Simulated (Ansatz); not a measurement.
# GaAs: the cost of one run

Computed with Ansatz 0.2.0 (DFT PBE, scalar-relativistic, plane waves, PAW, unless a step's input says otherwise).

## 1. Starting point

The structure is orthorhombic, space group Pmma (No. 51). The conventional cell has a = 7.695 Å, b = 4.382 Å, c = 4.149 Å, α = 90.00°, β = 90.00°, γ = 90.00°. Ga (site symmetry mm2) has 4 As at 2.42 to 2.50 Å as nearest neighbours. Ga (site symmetry 2/m) has 4 As at 2.19 to 2.42 Å as nearest neighbours. Around As (site symmetry mm2) lie 4 Ga at 2.42 to 2.50 Å. As (site symmetry 2/m) is surrounded by 4 Ga at 2.19 to 2.42 Å.

Coordinates:

```xyz
8
Lattice="7.6953 0.0000 0.0000 0.0000 4.3816 0.0000 0.0000 0.0000 4.1488" Properties=species:S:1:pos:R:3 pbc="T T T"
Ga    5.7715    0.0000    1.4745
Ga    0.0000    2.1908    0.0000
Ga    1.9238    0.0000    2.6743
Ga    3.8476    2.1908    0.0000
As    5.7715    2.1908    2.6743
As    0.0000    0.0000    0.0000
As    1.9238    2.1908    1.4745
As    3.8476    0.0000    0.0000
```

The cell is invented: 4-connected net, two elements alternating (Pmma, No. 51). The dimensions are guesses.

## 2. A first look at the guess

Contents of input.yaml:

```yaml
crystal:
  lattice:
    - [7.69529521, 0.0, 0.0]
    - [0.0, 4.38160055, 0.0]
    - [0.0, 0.0, 4.14878177]
  atoms:
    - { symbol: Ga, position: [0.75, 0.0, 0.35540738] }
    - { symbol: Ga, position: [0.0, 0.5, 0.0] }
    - { symbol: Ga, position: [0.25, 0.0, 0.64459262] }
    - { symbol: Ga, position: [0.5, 0.5, 0.0] }
    - { symbol: As, position: [0.75, 0.5, 0.64459262] }
    - { symbol: As, position: [0.0, 0.0, 0.0] }
    - { symbol: As, position: [0.25, 0.5, 0.35540738] }
    - { symbol: As, position: [0.5, 0.0, 0.0] }
basis:
  ecutwfc: 420
kpoints:
  mp_grid: { grid: [2, 4, 4] }
hamiltonian:
  xc: pbe
scf:
  occupations: { method: gaussian, width: 0.1 }
  lower_state_search: "off"
output:
  forces: true
  stress: true
  eigenvalues: true
```

Started as:

```console
> ansatz run input.yaml --threads 1 --pin off --max-ram 2560MiB --backend cpu --events-out ev --progress --plain --runs-dir out
```

What time and memory should one allow on 1 thread of Intel Xeon at 2.70GHz, shared host?

About 11 s, with a peak of 0.48 GiB.
